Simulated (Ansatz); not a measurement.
**Ti2C under strain**

Theory: DFT r2SCAN, scalar-relativistic, plane waves, PAW in Ansatz. Run with 500 eV cutoff, 12×12×4 k-mesh, Gaussian smearing of 0.10 eV, no spin polarisation.

Starting point, cell and atoms relaxed:

```
CELL_PARAMETERS angstrom
3.07796 0.00000 0.00000
-1.53898 2.66559 0.00000
0.00000 0.00000 14.46257
ATOMIC_POSITIONS crystal
Ti 0.33333 0.66667 0.91188
Ti 0.00000 0.00000 0.75479
Ti 0.00000 0.00000 0.24521
Ti 0.66667 0.33333 0.08812
Ti 0.66667 0.33333 0.57855
Ti 0.33333 0.66667 0.42145
C 0.66667 0.33333 0.83333
C 0.33333 0.66667 0.16667
C 0.00000 0.00000 0.50000
```

Deformation: biaxial strain in the a-b plane, with the length and tilt of c and the atoms relaxed, all within the symmetry that the strain leaves. Energies are extrapolated to zero smearing. Stress is positive in compression, on the Cartesian axes of the cell above.

Strains computed: -2.0, -1.0, +1.0 %.

**Question.** At which strain does the energy stand 13.2 meV/atom over the relaxed crystal with σxx = 8.09, σyy = 8.09, σzz = 0.00 GPa?

**Answer.** -2.0 %.